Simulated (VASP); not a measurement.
# Sm (I4/mmm) in VASP: notebook

The runs below take Sm through single point, with PBE.

Program: VASP 6.6.1. These are calculated values, not measurements. Logs are shortened: lines on timing, memory, paths and dates and some standing lists are left out, and cuts for length are marked.

**1. Starting point**

The structure is tetragonal, space group I4/mmm (No. 139). The conventional cell has a = 3.635 Å, b = 3.635 Å, c = 5.122 Å, α = 90.00°, β = 90.00°, γ = 90.00°. Sm (site symmetry 4/mmm) has 12 Sm at 3.63 Å as nearest neighbours.

This isn't the form of Sm at room conditions, which is rhombohedral.

**2. Single point, PBE, collinear spin, ferromagnetic start**

Contents of INCAR:

```
SYSTEM = Sm
PREC = Accurate
ENCUT = 520
EDIFF = 1E-6
ISMEAR = 1
SIGMA = 0.2
LREAL = .False.
LASPH = .True.
NELM = 100
ALGO = Normal
ISIF = 2
LWAVE = .False.
LCHARG = .False.
ISPIN = 2
MAGMOM = 5
LORBIT = 11
LMAXMIX = 6
GGA = PE
ADDGRID = .False.
```

Contents of KPOINTS:

```
regular mesh
0
Gamma
  4 4 4
  0 0 0
```

Contents of POSCAR:

```
Sm
1.0
   -1.8424340000      1.8281900000      2.5309280000
    1.8521830000     -1.8921630000      2.5832430000
    1.7732950000      1.8230240000     -2.5763240000
Sm
1
Direct
    0.0008670000     -0.0165060000      0.0081580000
```

Potentials or basis: VASP PAW PBE potentials, release 64 (Sm).

On the command line:

```
$ cat potpaw_PBE.64/Sm/POTCAR > POTCAR
$ mpirun -np 1 vasp_std > vasp.out
```

OUTCAR:

```text
SYSTEM = Sm
   PREC = Accurate
   ENCUT = 520
   EDIFF = 1E-6
   ISMEAR = 1
   LREAL = .False.
   LASPH = .True.
   NELM = 100
   ISIF = 2
   ISPIN = 2
   LORBIT = 11
   GGA = PE

 Found     36 irreducible k-points:

 Following reciprocal coordinates:
            Coordinates               Weight
  0.000000  0.000000  0.000000      1.000000
  0.250000 -0.000000  0.000000      2.000000
  0.500000 -0.000000  0.000000      1.000000
  0.000000  0.250000 -0.000000      2.000000
  0.250000  0.250000  0.000000      2.000000
  0.500000  0.250000  0.000000      2.000000
   k-points           NKPTS =     36   k-points in BZ     NKDIM =     36   number of bands    NBANDS=     15
   number of dos      NEDOS =    301   number of ions     NIONS =      1
   total plane-waves  NPLWV =  21952
   dimension x,y,z NGX =    28 NGY =   28 NGZ =   28
   dimension x,y,z NGXF=    56 NGYF=   56 NGZF=   56
   ions per type =               1
   NGX,Y,Z   is equivalent  to a cutoff of  12.84, 12.58, 12.86 a.u.
   NGXF,Y,Z  is equivalent  to a cutoff of  25.68, 25.17, 25.72 a.u.
 SYSTEM =  Sm
   PREC   = accura    normal or accurate (medium, high low for compatibility)
   ISTART =      0    job   : 0-new  1-cont  2-samecut
   ICHARG =      2    charge: 1-file 2-atom 10-const
   ISPIN  =      2    spin polarized calculation?
   LNONCOLLINEAR =      F non collinear calculations
   LSORBIT =      F    spin-orbit coupling
   LASPH  =      T    aspherical Exc in radial PAW
   ENCUT  =  520.0 eV  38.22 Ry    6.18 a.u.   6.74  6.88  6.73*2*pi/ulx,y,z
   NELM   =    100;   NELMIN=  2; NELMDL= -5     # of ELM steps
   EDIFF  = 0.1E-05   stopping-criterion for ELM
   LREAL  =      F    real-space projection
   EDIFFG = 0.1E-04   stopping-criterion for IOM
   NSW    =      0    number of steps for IOM
   IBRION =     -1    ionic relax: 0-MD 1-quasi-New 2-CG
   NFREE  =      0    steps in history (QN), initial steepest desc. (CG)
   ISIF   =      2    stress and relaxation
   ISYM   =      2    0-nonsym 1-usesym 2-fastsym
   POTIM  = 0.5000    time-step for ionic-motion
   TEBEG  =    0.0;   TEEND  =   0.0 temperature during run
   PSTRESS=    0.0 pullay stress
   NELECT =      16.0000    total number of electrons
   NUPDOWN=      -1.0000    fix difference up-down
   EMIN   =  10.00;   EMAX   =-10.00  energy-range for DOS
   EFERMI =   0.00;   METHOD = LEGACY
   ISMEAR =     1;   SIGMA  =   0.20  broadening in eV -4-tet -1-fermi 0-gaus
   EFERMI_NEDOS =   21; number of points for ismear=-14 and -15
   IALGO  =     38    algorithm
   IMIX   =      4    mixing-type and parameters
     AMIX     =   0.40;   BMIX     =  1.00
     AMIX_MAG =   1.60;   BMIX_MAG =  1.00
  volume/ion in A,a.u.               =      33.83       228.31
  Fermi-wavevector in a.u.,A,eV,Ry     =   1.275481  2.410310 22.134673  1.626853
  Thomas-Fermi vector in A             =   2.408191
   LORBIT       =     11    0 simple, 1 ext, 2 COOP (PROOUT), +10 PAW based schemes
   GGA     = PE    functional components
   LHFCALC =     F    Hartree Fock is set to
   AEXX    =    0.0000 exact exchange contribution
   IVDW    =     0    specifies the selected vdW correction
   LEPSILON=     F    determine dielectric tensor
   LRPA    =     F    only Hartree local field effects (RPA)
 spin polarized calculation
 Methfessel and Paxton  Order N= 1 SIGMA  =   0.20
  energy-cutoff  :      520.00
  volume of cell :       33.83
 maximum number of plane-waves:       919
 NGX is ok and might be reduce to    28
   NGX = 13   NGY = 13   NGZ = 13

 number of electron      16.0000000 magnetization       6.8456892

 Free energy of the ion-electron system (eV)
  ---------------------------------------------------
  ext. energy  EPLUGINS =         0.00000000
  ---------------------------------------------------
  free energy    TOTEN  =        -9.24517858 eV

  energy without entropy =       -9.22362817  energy(sigma->0) =       -9.23799511

 E-fermi :   3.1810     XC(G=0):  -9.7356

 val. band max:        3.1682920569   @ k =   0.2500   0.5000   0.5000
 cond. band min:       3.2270551131   @ k =   0.5000   0.5000   0.2500
 fundamental gap:      0.0587630561
 Fermi energy:         3.1809925037

 spin component 1

 k-point     1 :       0.0000    0.0000    0.0000
  band No.  band energies     occupation
      1     -36.8882      1.00000
      2     -16.0633      1.00000
      3     -16.0365      1.00000
      4     -16.0227      1.00000
      5      -1.5721      1.00000
      6       2.8427      1.01893
      7       2.9140      1.03385
      8       2.9169      1.03423
      9       2.9237      1.03492
     10       2.9248      1.03501
     11       2.9431      1.03525
     12       2.9541      1.03403
     13       4.5970     -0.00000
     14       4.9034     -0.00000
     15       5.0574     -0.00000

 k-point     2 :       0.2500   -0.0000    0.0000
  band No.  band energies     occupation
      1     -36.8338      1.00000
      2     -16.5699      1.00000
      3     -16.1330      1.00000
      4     -16.1014      1.00000
      5      -0.0622      1.00000
      6       2.7406      1.00395
      7       2.7555      1.00519
      8       2.7656      1.00619
      9       2.8661      1.02425
     10       2.9201      1.03458
     11       3.0036      1.00909
     12       3.0216      0.98930
     13       4.1905     -0.00000
     14       4.9973     -0.00000
     15       5.3943     -0.00000

 k-point     3 :       0.5000   -0.0000    0.0000
  band No.  band energies     occupation
      1     -36.7786      1.00000
      2     -17.0604      1.00000
      3     -16.2105      1.00000
      4     -16.1595      1.00000
      5       0.8779      1.00000
      6       2.6524      1.00060
      7       2.6685      1.00087
      8       2.7642      1.00604
      9       2.9249      1.03502
     10       3.1433      0.65636
     11       3.1505      0.62730
     12       3.1580      0.59669
     13       4.3875     -0.00000
     14       4.6685     -0.00000
     15       4.8102     -0.00000

 k-point     4 :       0.0000    0.2500   -0.0000
  band No.  band energies     occupation
      1     -36.8361      1.00000
      2     -16.5684      1.00000
      3     -16.1157      1.00000
      4     -16.0991      1.00000
      5      -0.0874      1.00000
      6       2.7484      1.00456
      7       2.7594      1.00556
      8       2.7639      1.00600
      9       2.8603      1.02291
     10       2.9221      1.03477
     11       3.0136      0.99894
     12       3.0191      0.99244
     13       4.1389     -0.00000
     14       5.1227     -0.00000
     15       5.2787     -0.00000

 k-point     5 :       0.2500    0.2500    0.0000
  band No.  band energies     occupation
      1     -36.7812      1.00000
      2     -16.8187      1.00000
      3     -16.4579      1.00000
      4     -16.1563      1.00000
      5       1.7676      1.00000
      6       2.6572      1.00067
      7       2.7109      1.00220
      8       2.7210      1.00270
      9       2.7333      1.00344
     10       2.7891      1.00909
     11       3.1374      0.67976
     12       3.1418      0.66249
     13       3.7013     -0.00073
     14       3.9877     -0.00000
     15       5.8672     -0.00000

 k-point     6 :       0.5000    0.2500    0.0000
  band No.  band energies     occupation
      1     -36.7691      1.00000
      2     -16.8719      1.00000
      3     -16.4440      1.00000
      4     -16.2712      1.00000
      5       1.6513      1.00000
      6       2.5761      1.00008
      7       2.6271      1.00032
      8       2.6850      1.00127
      9       2.7721      1.00691
     10       2.9806      1.02532
     11       3.1224      0.73649
     12       3.1429      0.65817
     13       3.4101     -0.03439
     14       4.2193     -0.00000
     15       6.3596     -0.00000

 [... further k-points ...]

 spin component 2

 k-point     1 :       0.0000    0.0000    0.0000
  band No.  band energies     occupation
      1     -34.1481      1.00000
      2     -13.9135      1.00000
      3     -13.8845      1.00000
      4     -13.8699      1.00000
      5       0.0277      1.00000
      6       5.9868     -0.00000
      7       6.0889     -0.00000
      8       6.3057     -0.00000
      9       6.4660     -0.00000
     10       6.6864     -0.00000
     11       6.7567     -0.00000
     12       6.7960     -0.00000
     13       7.3652      0.00000
     14       7.3721      0.00000
     15       7.3808      0.00000

 k-point     2 :       0.2500   -0.0000    0.0000
  band No.  band energies     occupation
      1     -34.0846      1.00000
      2     -14.4813      1.00000
      3     -13.9915      1.00000
      4     -13.9558      1.00000
      5       1.5638      1.00000
      6       5.0659     -0.00000
      7       6.1266     -0.00000
      8       6.4486     -0.00000
      9       6.4920     -0.00000
     10       6.7676     -0.00000
     11       6.8247     -0.00000
     12       6.9488     -0.00000
     13       7.2796      0.00000
     14       7.3757      0.00000
     15       7.4075      0.00000

 k-point     3 :       0.5000   -0.0000    0.0000
  band No.  band energies     occupation
      1     -34.0200      1.00000
      2     -15.0240      1.00000
      3     -14.0773      1.00000
      4     -14.0196      1.00000
      5       2.4431      1.00000
      6       5.7266     -0.00000
      7       5.8310     -0.00000
      8       6.1579     -0.00000
      9       6.3753     -0.00000
     10       6.8850     -0.00000
     11       6.9051     -0.00000
     12       7.1316     -0.00000
     13       7.1738     -0.00000
     14       7.2337      0.00000
     15       7.3834      0.00000

 k-point     4 :       0.0000    0.2500   -0.0000
  band No.  band energies     occupation
      1     -34.0873      1.00000
      2     -14.4800      1.00000
      3     -13.9723      1.00000
      4     -13.9533      1.00000
      5       1.5406      1.00000
      6       5.0387     -0.00000
      7       6.2483     -0.00000
      8       6.3885     -0.00000
      9       6.4633     -0.00000
     10       6.7968     -0.00000
     11       6.8243     -0.00000
     12       6.9307     -0.00000
     13       7.2918      0.00000
     14       7.3685      0.00000
     15       7.3793      0.00000

 k-point     5 :       0.2500    0.2500    0.0000
  band No.  band energies     occupation
      1     -34.0231      1.00000
      2     -14.7567      1.00000
      3     -14.3548      1.00000
      4     -14.0162      1.00000
      5       3.4607     -0.03182
      6       4.7191     -0.00000
      7       4.7622     -0.00000
      8       6.5599     -0.00000
      9       6.7820     -0.00000
     10       6.8084     -0.00000
     11       6.9114     -0.00000
     12       6.9866     -0.00000
     13       7.1454     -0.00000
     14       7.2035      0.00000
     15       7.7813      0.00000

 k-point     6 :       0.5000    0.2500    0.0000
  band No.  band energies     occupation
      1     -34.0089      1.00000
      2     -14.8137      1.00000
      3     -14.3394      1.00000
      4     -14.1452      1.00000
      5       3.1444      0.65192
      6       4.2695     -0.00000
      7       5.3763     -0.00000
      8       6.7182     -0.00000
      9       6.7601     -0.00000
     10       6.8827     -0.00000
     11       6.9644     -0.00000
     12       7.0421     -0.00000
     13       7.1167     -0.00000
     14       7.2140      0.00000
     15       8.1715      0.00000

 [... further k-points ...]

------------------------ aborting loop because EDIFF is reached ----------------------------------------

  FORCE on cell =-STRESS in cart. coord.  units (eV):
  Direction    XX          YY          ZZ          XY          YZ          ZX
  --------------------------------------------------------------------------------------
  -------------------------------------------------------------------------------------
  Total        0.4587428      0.3693028      0.4439997      0.0572992      0.1143227     -0.0099138
  in kB       21.7248936     17.4892423     21.0266990      2.7135429      5.4140305     -0.4694912
  external PRESSURE =      20.0802783 kB  Pullay stress =       0.0000000 kB

 VOLUME and BASIS-vectors are now :
 -----------------------------------------------------------------------------
  energy-cutoff  :      520.00
  volume of cell :       33.83
      direct lattice vectors                 reciprocal lattice vectors
    -1.842434000  1.828190000  2.530928000     0.004892204  0.276448139  0.198983867
     1.852183000 -1.892163000  2.583243000     0.275599134  0.007644485  0.195105370
     1.773295000  1.823024000 -2.576324000     0.281145287  0.279242012  0.002957090

 POSITION                                       TOTAL-FORCE (eV/Angst)
 -----------------------------------------------------------------------------------
      1.83448     -1.84447      2.52178         0.000000      0.000000      0.000000
 -----------------------------------------------------------------------------------
    total drift:                               -0.000001     -0.000003      0.000002

  FREE ENERGIE OF THE ION-ELECTRON SYSTEM (eV)
  ---------------------------------------------------
  free  energy   TOTEN  =        -9.2451785777 eV

  energy  without entropy=       -9.2236281676  energy(sigma->0) =       -9.23799511

 total charge

# of ion       s       p       d       f       tot
--------------------------------------------------
    1        2.074   5.612   0.478   5.523  13.687

 magnetization (x)

# of ion       s       p       d       f       tot
--------------------------------------------------
    1        0.007  -0.041   0.300   5.517   5.784
```

Wall time 57 s (1 thread of Intel Xeon Platinum 8488C (Sapphire Rapids), shared host); peak memory 0.2 GiB.

The run converged, but some of its settings lie outside the range that counts as converged, so its numbers aren't taken as properties of the crystal.

Results:

| Property | Result |
| --- | --- |
| Free energy | -9.2452 eV |
| Pressure | 2.0 GPa |
| Band gap on the k mesh | none (metal or under the smearing width) |
| Net moment | 6.85 μB per cell |
| Site moments | Sm +5.78 μB |
| Valence electrons inside the program's atomic spheres | Sm 13.69 |

Caveat: the k mesh is coarse (spacing up to 0.62 Å⁻¹), so the values aren't converged; the magnetic or orbital state may not be the lowest; spin-orbit coupling is left out, which moves the levels of the heavy elements.

(Continued in part 2 of 2.)
